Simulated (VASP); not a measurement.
# Sc (I4/mmm) in VASP: further runs, part 2 of 2

VASP 6.6.1.

**5. Single point, PBE (strain -0.0300 x Voigt [1, 0, 0, 0, 0, 0], atoms carried along)**

INCAR reads:

```
SYSTEM = Sc
PREC = Accurate ; ENCUT = 520
EDIFF = 1E-6 ; ISMEAR = 0
SIGMA = 0.15 ; LREAL = .FALSE.
LASPH = .TRUE. ; NELM = 100
ALGO = Fast ; ISIF = 2
LWAVE = .FALSE. ; LCHARG = .FALSE.
GGA = PE ; NBANDS = 12
```

KPOINTS reads:

```
Automatic mesh
0
G
  18 18 18
  0 0 0
```

POSCAR reads:

```
Sc
1.0
    0.0000000000      2.2705000000      2.2705000000
    2.2023850000      0.0000000000      2.2705000000
    2.2023850000      2.2705000000      0.0000000000
Sc
1
Direct
    0.0000000000      0.0000000000      0.0000000000
```

Potentials or basis: VASP PAW PBE potentials, release 64 (Sc_sv).

Command:

```console
$ cat potpaw_PBE.64/Sc_sv/POTCAR > POTCAR
$ mpirun -np 1 vasp_std > vasp.out
```

OUTCAR:

```text
SYSTEM = Sc
   PREC = Accurate
   ENCUT = 520
   EDIFF = 1E-6
   ISMEAR = 0
   LREAL = .FALSE.
   LASPH = .TRUE.
   NELM = 100
   ISIF = 2
   GGA = PE

 ion  position               nearest neighbor table
   1  0.000  0.000  0.000-

  LATTYP: Found a body centered tetragonal cell.
 ALAT       =     3.2109718934
 C/A-ratio  =     1.3717871555

  Lattice vectors:

 A1 = (  -2.2023850000,   0.0000000000,  -2.2705000000)
 A2 = (  -2.2023850000,   0.0000000000,   2.2705000000)
 A3 = (   2.2023850000,   2.2705000000,   0.0000000000)

Analysis of symmetry for initial positions (statically):
=====================================================================
 Subroutine PRICEL returns:
 Original cell was already a primitive cell.

 Routine SETGRP: Setting up the symmetry group for a
 body centered tetragonal supercell.

 Subroutine GETGRP returns: Found 16 space group operations
 (whereof 16 operations were pure point group operations)
 out of a pool of 16 trial point group operations.

The static configuration has the point symmetry D_4h.

Analysis of symmetry for dynamics (positions and initial velocities):
=====================================================================
 Subroutine PRICEL returns:
 Original cell was already a primitive cell.

 Routine SETGRP: Setting up the symmetry group for a
 body centered tetragonal supercell.

 Subroutine GETGRP returns: Found 16 space group operations
 (whereof 16 operations were pure point group operations)
 out of a pool of 16 trial point group operations.

The dynamic configuration has the point symmetry D_4h.

 Subroutine INISYM returns: Found 16 space group operations
 (whereof 16 operations are pure point group operations),
 and found     1 'primitive' translations

----------------------------------------------------------------------------------------

                                     Primitive cell

  volume of cell :      22.7073

  direct lattice vectors                    reciprocal lattice vectors
     0.000000000  2.270500000  2.270500000    -0.227026610  0.220215811  0.220215811
     2.202385000  0.000000000  2.270500000     0.227026610 -0.220215811  0.220215811
     2.202385000  2.270500000  0.000000000     0.227026610  0.220215811 -0.220215811

  length of vectors
     3.210971893  3.163174029  3.163174029     0.385397313  0.385397313  0.385397313

  position of ions in fractional coordinates (direct lattice)
     0.000000000  0.000000000  0.000000000

  ion indices of the primitive-cell ions
   primitive index   ion index
                 1           1

----------------------------------------------------------------------------------------

 KPOINTS: Automatic mesh

Automatic generation of k-mesh.
 Grid dimensions read from file:
 generate k-points for:   18   18   18

 Generating k-lattice:

  Cartesian coordinates                     Fractional coordinates (reciprocal lattice)
    -0.012612589  0.012234212  0.012234212     0.055555556 -0.000000000 -0.000000000
     0.012612589 -0.012234212  0.012234212     0.000000000  0.055555556  0.000000000
     0.012612589  0.012234212 -0.012234212     0.000000000  0.000000000  0.055555556

  Length of vectors
     0.021410962  0.021410962  0.021410962

  Shift w.r.t. Gamma in fractional coordinates (k-lattice)
     0.000000000  0.000000000  0.000000000

 Subroutine IBZKPT returns following result:
 ===========================================

 Found    480 irreducible k-points:

 Following reciprocal coordinates:
            Coordinates               Weight
  0.000000  0.000000  0.000000      1.000000
  0.055556 -0.000000 -0.000000      8.000000
  0.111111 -0.000000 -0.000000      8.000000
  0.166667 -0.000000 -0.000000      8.000000
  0.222222  0.000000  0.000000      8.000000
  0.277778 -0.000000 -0.000000      8.000000
[... 16 lines left out ...]
 -0.277778  0.055556  0.000000     16.000000
 -0.222222  0.055556  0.000000     16.000000
 [... further k-points ...]
   k-points           NKPTS =    480   k-points in BZ     NKDIM =    480   number of bands    NBANDS=     12
   number of dos      NEDOS =    301   number of ions     NIONS =      1
   total plane-waves  NPLWV =  13824
   dimension x,y,z NGX =    24 NGY =   24 NGZ =   24
   dimension x,y,z NGXF=    48 NGYF=   48 NGZF=   48
   ions per type =               1
   NGX,Y,Z   is equivalent  to a cutoff of  12.43, 12.61, 12.61 a.u.
   NGXF,Y,Z  is equivalent  to a cutoff of  24.85, 25.23, 25.23 a.u.
 SYSTEM =  Sc
   PREC   = accura    normal or accurate (medium, high low for compatibility)
   ISTART =      0    job   : 0-new  1-cont  2-samecut
   ICHARG =      2    charge: 1-file 2-atom 10-const
   ISPIN  =      1    spin polarized calculation?
   LNONCOLLINEAR =      F non collinear calculations
   LSORBIT =      F    spin-orbit coupling
   LASPH  =      T    aspherical Exc in radial PAW
   ENCUT  =  520.0 eV  38.22 Ry    6.18 a.u.   5.97  5.88  5.88*2*pi/ulx,y,z
   NELM   =    100;   NELMIN=  2; NELMDL= -5     # of ELM steps
   EDIFF  = 0.1E-05   stopping-criterion for ELM
   LREAL  =      F    real-space projection
   EDIFFG = 0.1E-04   stopping-criterion for IOM
   NSW    =      0    number of steps for IOM
   IBRION =     -1    ionic relax: 0-MD 1-quasi-New 2-CG
   NFREE  =      0    steps in history (QN), initial steepest desc. (CG)
   ISIF   =      2    stress and relaxation
   ISYM   =      2    0-nonsym 1-usesym 2-fastsym
   POTIM  = 0.5000    time-step for ionic-motion
   TEBEG  =    0.0;   TEEND  =   0.0 temperature during run
   PSTRESS=    0.0 pullay stress
   NELECT =      11.0000    total number of electrons
   NUPDOWN=      -1.0000    fix difference up-down
   EMIN   =  10.00;   EMAX   =-10.00  energy-range for DOS
   EFERMI =   0.00;   METHOD = LEGACY
   ISMEAR =     0;   SIGMA  =   0.15  broadening in eV -4-tet -1-fermi 0-gaus
   EFERMI_NEDOS =   21; number of points for ismear=-14 and -15
   IALGO  =     68    algorithm
   IMIX   =      4    mixing-type and parameters
     AMIX     =   0.40;   BMIX     =  1.00
     AMIX_MAG =   1.60;   BMIX_MAG =  1.00
  volume/ion in A,a.u.               =      22.71       153.24
  Fermi-wavevector in a.u.,A,eV,Ry     =   1.285732  2.429680 22.491868  1.653106
  Thomas-Fermi vector in A             =   2.417848
   LORBIT       =      0    0 simple, 1 ext, 2 COOP (PROOUT), +10 PAW based schemes
   GGA     = PE    functional components
   LHFCALC =     F    Hartree Fock is set to
   AEXX    =    0.0000 exact exchange contribution
   IVDW    =     0    specifies the selected vdW correction
   LEPSILON=     F    determine dielectric tensor
   LRPA    =     F    only Hartree local field effects (RPA)
 non-spin polarized calculation
 RMM-DIIS sequential band-by-band and
 Gauss-broadening in eV      SIGMA  =   0.15
  energy-cutoff  :      520.00
  volume of cell :       22.71
 maximum number of plane-waves:       628
   NGX = 11   NGY = 11   NGZ = 11

 number of electron      11.0000001 magnetization

 Free energy of the ion-electron system (eV)
  ---------------------------------------------------
  ext. energy  EPLUGINS =         0.00000000
  ---------------------------------------------------
  free energy    TOTEN  =        -6.18149544 eV

  energy without entropy =       -6.16178639  energy(sigma->0) =       -6.17164091

 E-fermi :   4.2440     XC(G=0): -10.2071

 val. band max:        4.2431579132   @ k =   0.3889   0.2222   0.0000
 cond. band min:       4.2463542598   @ k =   0.5000   0.2778   0.1111
 fundamental gap:      0.0031963466
 Fermi energy:         4.2439688058

 k-point     1 :       0.0000    0.0000    0.0000
  band No.  band energies     occupation
      1     -44.9780      2.00000
      2     -23.3420      2.00000
      3     -23.3412      2.00000
      4     -23.3412      2.00000
      5      -1.0998      2.00000
      6       5.8687      0.00000
      7       5.8687      0.00000
      8       6.0736      0.00000
      9       7.3422      0.00000
     10       7.5851      0.00000
     11      17.2100      0.00000
     12      20.7425      0.00000
[... 331 lines left out ...]
 k-point    24 :      -0.2222    0.0556    0.0000
  band No.  band energies     occupation
      1     -44.9366      2.00000
      2     -23.5962      2.00000
      3     -23.3921      2.00000
      4     -23.3649      2.00000
      5       0.4208      2.00000
      6       5.0248      0.00000
      7       6.0390      0.00000
      8       6.3126      0.00000
      9       7.2817      0.00000
     10       7.6920      0.00000
     11      15.6301      0.00000
     12      17.8476      0.00000

 [... further k-points ...]

------------------------ aborting loop because EDIFF is reached ----------------------------------------

  FORCE on cell =-STRESS in cart. coord.  units (eV):
  Direction    XX          YY          ZZ          XY          YZ          ZX
  --------------------------------------------------------------------------------------
  -------------------------------------------------------------------------------------
  Total        0.7625718      0.6454548      0.6454548      0.0000000      0.0000000      0.0000000
  in kB       53.8053041     45.5417991     45.5417991      0.0000000      0.0000000      0.0000000
  external PRESSURE =      48.2963008 kB  Pullay stress =       0.0000000 kB

 VOLUME and BASIS-vectors are now :
 -----------------------------------------------------------------------------
  energy-cutoff  :      520.00
  volume of cell :       22.71
      direct lattice vectors                 reciprocal lattice vectors
     0.000000000  2.270500000  2.270500000    -0.227026610  0.220215811  0.220215811
     2.202385000  0.000000000  2.270500000     0.227026610 -0.220215811  0.220215811
     2.202385000  2.270500000  0.000000000     0.227026610  0.220215811 -0.220215811

 POSITION                                       TOTAL-FORCE (eV/Angst)
 -----------------------------------------------------------------------------------
      0.00000      0.00000      0.00000         0.000000      0.000000      0.000000
 -----------------------------------------------------------------------------------
    total drift:                                0.000000      0.000000     -0.000000

  FREE ENERGIE OF THE ION-ELECTRON SYSTEM (eV)
  ---------------------------------------------------
  free  energy   TOTEN  =        -6.1814954360 eV

  energy  without entropy=       -6.1617863910  energy(sigma->0) =       -6.17164091
```

OSZICAR:

```text
N       E                     dE             d eps       ncg     rms          rms(c)
DAV:   1     0.726223197428E+02    0.72622E+02   -0.51143E+03 11576   0.907E+02
DAV:   2    -0.538891680718E+01   -0.78011E+02   -0.76447E+02 11528   0.284E+02
DAV:   3    -0.677507193896E+01   -0.13862E+01   -0.13583E+01 15444   0.494E+01
DAV:   4    -0.679621483993E+01   -0.21143E-01   -0.21128E-01 14444   0.489E+00
DAV:   5    -0.679654325302E+01   -0.32841E-03   -0.32841E-03 15600   0.573E-01    0.575E+00
RMM:   6    -0.623936156742E+01    0.55718E+00   -0.58158E-01 11958   0.101E+01    0.177E+00
RMM:   7    -0.618672258923E+01    0.52639E-01   -0.59717E-01 14742   0.671E+00    0.729E-01
RMM:   8    -0.618253860803E+01    0.41840E-02   -0.37225E-02 12575   0.286E+00    0.478E-01
RMM:   9    -0.618161479289E+01    0.92382E-03   -0.13262E-02 15003   0.108E+00    0.123E-01
RMM:  10    -0.618145648216E+01    0.15831E-03   -0.27245E-03 15676   0.543E-01    0.406E-02
RMM:  11    -0.618151799484E+01   -0.61513E-04   -0.68526E-04 16099   0.167E-01    0.446E-02
RMM:  12    -0.618149352968E+01    0.24465E-04   -0.96282E-05 13432   0.141E-01    0.490E-03
RMM:  13    -0.618149533570E+01   -0.18060E-05   -0.21263E-05 13408   0.472E-02    0.241E-03
RMM:  14    -0.618149543597E+01   -0.10027E-06   -0.22009E-06 11526   0.227E-02
   1 F= -.61814954E+01 E0= -.61716409E+01  d E =-.197090E-01
```

It took 78 s on 1 thread of Intel Xeon Platinum 8259CL at 2.50GHz (Skylake/Cascade Lake), shared host; peak memory 0.24 GiB.

What came out:

* Free energy: -6.1815 eV
* Pressure: 4.8 GPa
* Band gap on the k mesh: none (metal or under the smearing width)

**6. The runs side by side**

```tsv
cell	gap on the mesh (eV)	pressure (GPa)
strain +0.0150 x Voigt [1, 0, 0, 0, 0, 0], atoms carried along	none	2.0
strain +0.0450 x Voigt [1, 0, 0, 0, 0, 0], atoms carried along	none	0.4
strain -0.0600 x Voigt [1, 0, 0, 0, 0, 0], atoms carried along	none	7.0
strain -0.0300 x Voigt [1, 0, 0, 0, 0, 0], atoms carried along	none	4.8
```

Alike in all rows: task single point; level PBE; potentials or basis VASP PAW PBE potentials, release 64 (Sc_sv); no spin polarisation; k mesh 18 × 18 × 18; cutoff (eV) 520; smearing gaussian 0.15 eV.

Absolute energies hang on the potentials; compare differences alone.
